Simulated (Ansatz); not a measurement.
The system is La2O3.

```
La O
1.0
     6.26678    0.00000    0.00000
    -3.13339    5.42719    0.00000
     0.00000    0.00000    3.29977
La O
2 3
Cartesian
  3.1334 1.8091 1.6499
  0.0000 3.6181 1.6499
  3.1836 0.0000 0.0000
  -1.5918 2.7571 0.0000
  1.5416 2.6701 0.0000
```

The cell comes from a database or a generator and needn't be the stable form of this composition.

* Program: Ansatz 0.2.0
* Task: relaxation of cell and atoms
* Functional: revPBE
* Dispersion: D4
* Potentials or basis: Ansatz PAW
* Cutoff: 420 eV (not typed: the program's choice for these potentials)
* k mesh: 5 × 5 × 8
* Occupations: fermi-dirac, width 0.05 eV
* Spin: no spin polarisation

At the start: volume 22.45 Å³/atom.

Task: Where does the relaxation end?

Result: It ends after 6 steps and the volume is 22.84 Å³/atom (+1.7 %); space group P6/mmm (No. 191, to 0.05 Å).

The path:
```
step  energy change (eV)  largest force (eV/Å)  volume (Å³)
   1              0.0000                0.0432       112.23
   2             -0.0114                0.0321       114.07
   3             -0.0128                0.0026       114.11
   4             -0.0166                0.0026       114.11
   5             -0.0165                0.0002       114.18
   6             -0.0166                0.0002       114.18
```

Final structure:
```cif
data_structure
_symmetry_space_group_name_H-M 'P 1'
_symmetry_Int_Tables_number 1
_cell_length_a 6.3349
_cell_length_b 6.3349
_cell_length_c 3.2854
_cell_angle_alpha 90.000
_cell_angle_beta 90.000
_cell_angle_gamma 120.000
_cell_volume 114.18
loop_
_atom_site_label
_atom_site_type_symbol
_atom_site_fract_x
_atom_site_fract_y
_atom_site_fract_z
_atom_site_occupancy
La1 La 0.66667 0.33333 0.50000 1
La2 La 0.33333 0.66667 0.50000 1
O1 O 0.50003 0.00000 0.00000 1
O2 O 0.00000 0.50003 0.00000 1
O3 O 0.49997 0.49997 0.00000 1
```

Caveat: the plane-wave basis is chosen anew once the cell has moved, so the energies of steps on either side of that aren't comparable; the PAW data sets come from PBE, with cores solved anew for the run's functional, which leaves a small shift of forces and pressure.
